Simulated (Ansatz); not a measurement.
# InSb: the cost of one run

Method: DFT PBE, scalar-relativistic, plane waves, PAW, in Ansatz 0.2.0.

1 further run of the same task is left out (it didn't finish).

## (1) Starting point

Symmetry: P4/mmm, No. 123, tetragonal system. The conventional cell has a = 3.077 Å, b = 3.077 Å, c = 6.215 Å, α = 90.00°, β = 90.00°, γ = 90.00°. In (site symmetry 4/mmm) has 4 In at 3.08 Å and 2 Sb at 3.11 Å as nearest neighbours. Sb (site symmetry 4/mmm) is surrounded by 4 Sb at 3.08 Å and 2 In at 3.11 Å.

Structure file:

```cif
data_structure
_symmetry_space_group_name_H-M 'P4/mmm'
_symmetry_Int_Tables_number 123
_cell_length_a 3.0767
_cell_length_b 3.0767
_cell_length_c 6.2155
_cell_angle_alpha 90.000
_cell_angle_beta 90.000
_cell_angle_gamma 90.000
_cell_volume 58.83
loop_
_atom_site_label
_atom_site_type_symbol
_atom_site_symmetry_multiplicity
_atom_site_Wyckoff_symbol
_atom_site_fract_x
_atom_site_fract_y
_atom_site_fract_z
_atom_site_occupancy
In1 In 1 a 0.00000 0.00000 0.00000 1
Sb1 Sb 1 b 0.00000 0.00000 0.50000 1
```

The structure comes from the Materials Project (structure only).

## (2) A change within the space group

What differs from the listed cell: strain xx, yy, zz, yz, xz, xy = +4.3, +4.3, +2.8, +0.0, +0.0, +0.0 %.

The input, input.yaml:

```yaml
crystal:
  lattice:
    - [3.2099367379, 0.0, 0.0]
    - [0.0, 3.2099367379, 0.0]
    - [0.0, 0.0, 6.3914921104]
  atoms:
    - { symbol: In, position: [0.0, 0.0, 0.0] }
    - { symbol: Sb, position: [0.0, 0.0, 0.5] }
basis:
  ecutwfc: 420
kpoints:
  mp_grid: { grid: [14, 14, 8] }
hamiltonian:
  xc: pbe
scf:
  occupations: { method: gaussian, width: 0.1 }
output:
  forces: true
  stress: true
  eigenvalues: true
```

The run is started by

```bash
ansatz run input.yaml --threads 1 --pin off --max-ram 1331MiB --backend cpu --events-out ev --progress --plain --runs-dir out
```

What time and memory should one allow on 1 thread of an x86-64 CPU, shared host?

About 28 s, with a peak of 0.49 GiB.
